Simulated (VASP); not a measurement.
A calculation with VASP 6.6.1 of H (ASE script, structure from a CIF):

File run.py:

```python
from ase.calculators.vasp import Vasp
from ase.dft.bandgap import bandgap
from ase.io import read

atoms = read('H.cif', primitive_cell=True, subtrans_included=False)
calc = Vasp(
    directory='calc',
    xc='lda',
    pp='LDA',
    setups='recommended',
    pp_version='54',
    prec='Accurate',
    encut=520,
    ediff=1e-06,
    ismear=0,
    sigma=0.02,
    lreal=False,
    lasph=True,
    nelm=100,
    algo='Fast',
    isif=2,
    lwave=False,
    lcharg=False,
    kpts=[11, 11, 11],
    gamma=True,
)
atoms.calc = calc

print('energy (eV):', atoms.get_potential_energy())
print('free energy (eV):', atoms.get_potential_energy(force_consistent=True))
print('forces (eV/A):')
print(atoms.get_forces())
print('stress (eV/A^3, Voigt):', atoms.get_stress())
print('Fermi level (eV):', calc.get_fermi_level())
gap, top, bottom = bandgap(calc)
print('band gap (eV):', gap, 'from (spin, k, band)', top, 'to', bottom)
```

File H.cif:

```cif
data_H
_cell_length_a 3.38306894
_cell_length_b 3.38306894
_cell_length_c 4.11694798
_cell_angle_alpha 90.00000000
_cell_angle_beta 90.00000000
_cell_angle_gamma 90.00000000
_space_group_name_H-M_alt 'I4/mmm'
_space_group_name_Hall '-I 4 2'
_space_group_IT_number 139
loop_
_space_group_symop_operation_xyz
'x,y,z'
'-x,-y,-z'
'-y,x,z'
'y,-x,-z'
'-x,-y,z'
'x,y,-z'
'y,-x,z'
'-y,x,-z'
'x,-y,-z'
'-x,y,z'
'-y,-x,-z'
'y,x,z'
'-x,y,-z'
'x,-y,z'
'y,x,-z'
'-y,-x,z'
'x+1/2,y+1/2,z+1/2'
'-x+1/2,-y+1/2,-z+1/2'
'-y+1/2,x+1/2,z+1/2'
'y+1/2,-x+1/2,-z+1/2'
'-x+1/2,-y+1/2,z+1/2'
'x+1/2,y+1/2,-z+1/2'
'y+1/2,-x+1/2,z+1/2'
'-y+1/2,x+1/2,-z+1/2'
'x+1/2,-y+1/2,-z+1/2'
'-x+1/2,y+1/2,z+1/2'
'-y+1/2,-x+1/2,-z+1/2'
'y+1/2,x+1/2,z+1/2'
'-x+1/2,y+1/2,-z+1/2'
'x+1/2,-y+1/2,z+1/2'
'y+1/2,x+1/2,-z+1/2'
'-y+1/2,-x+1/2,z+1/2'
loop_
_atom_site_label
_atom_site_type_symbol
_atom_site_symmetry_multiplicity
_atom_site_Wyckoff_symbol
_atom_site_fract_x
_atom_site_fract_y
_atom_site_fract_z
_atom_site_occupancy
H1 H 4 e 0.0000000000 0.0000000000 0.0901377100 1
```

Potentials or basis: VASP PAW LDA potentials, release 54 (H).

Run with:

```sh
$ python run.py
```

Write the same calculation in another form: native input, structure from a POSCAR.

As run:

File INCAR:

```
PREC = Accurate ; ENCUT = 520
EDIFF = 1E-6 ; ISMEAR = 0
SIGMA = 0.02 ; LREAL = F
LASPH = T ; NELM = 80
ALGO = Fast ; ISIF = 2
LWAVE = F ; LCHARG = F
NBANDS = 8
```

The input KPOINTS:

```
regular mesh
0
Gamma
  11 11 11
```

File POSCAR:

```
H
1.0
   -1.6915344700      1.6915344700      2.0584739900
    1.6915344700     -1.6915344700      2.0584739900
    1.6915344700      1.6915344700     -2.0584739900
H
2
Direct
    0.0901377100      0.0901377100      0.0000000000
    0.9098622900      0.9098622900      0.0000000000
```

Potentials or basis: VASP PAW LDA potentials, release 54 (H).

Launch:

```console
$ cat potpaw_LDA.54/H/POTCAR > POTCAR
$ mpirun -np 1 vasp_std > vasp.out
```

Both were run:

|  | ASE script, structure from a CIF | native input, structure from a POSCAR |
| --- | --- | --- |
| Pressure | 0.8 GPa | 0.7 GPa |
| Largest force | 0.969 eV/Å | 0.969 eV/Å |
| Band gap on the k mesh | 8.42 eV, indirect (least direct gap 9.27 eV) | 8.42 eV, indirect (least direct gap 9.27 eV) |

Keys that steer only the numerical path or the files written may differ.

Caveat: an odd mesh through Γ misses points on the zone boundary, where band edges often lie.
